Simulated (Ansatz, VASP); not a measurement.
**One calculation of SnSe, two programs**

```
CELL_PARAMETERS angstrom
0.00000 3.02000 3.02000
3.02000 0.00000 3.02000
3.02000 3.02000 0.00000
ATOMIC_POSITIONS crystal
Sn 0.00000 0.00000 0.00000
Se 0.50000 0.50000 0.50000
```

Change from the starting cell: volume scaled by 1.01, PAW files.

Alike in both runs: task electric field gradients; functional PBE; k mesh 9 × 9 × 9; occupations fermi-dirac, width 0.02 eV; no spin polarisation.

```csv
,VASP,Ansatz
version,VASP 6.6.1,Ansatz 0.2.0
potentials or method,"VASP PAW PBE potentials, release 64 (Sn_d, Se)","PAW with Ansatz's default frozen-core files, scalar-relativistic"
plane-wave cutoff (eV),520,420
valence electrons in the cell,20,30
```

```csv
,VASP,Ansatz,Ansatz less VASP
pressure (GPa),0.5,0.5,0.00
Vzz of the field gradient on the site that differs most (V/Å²),0.0,0.0,0.00
```

The two sets of potentials don't hold the same shells in valence. Ansatz warned: «gradients_without_spin_orbit».
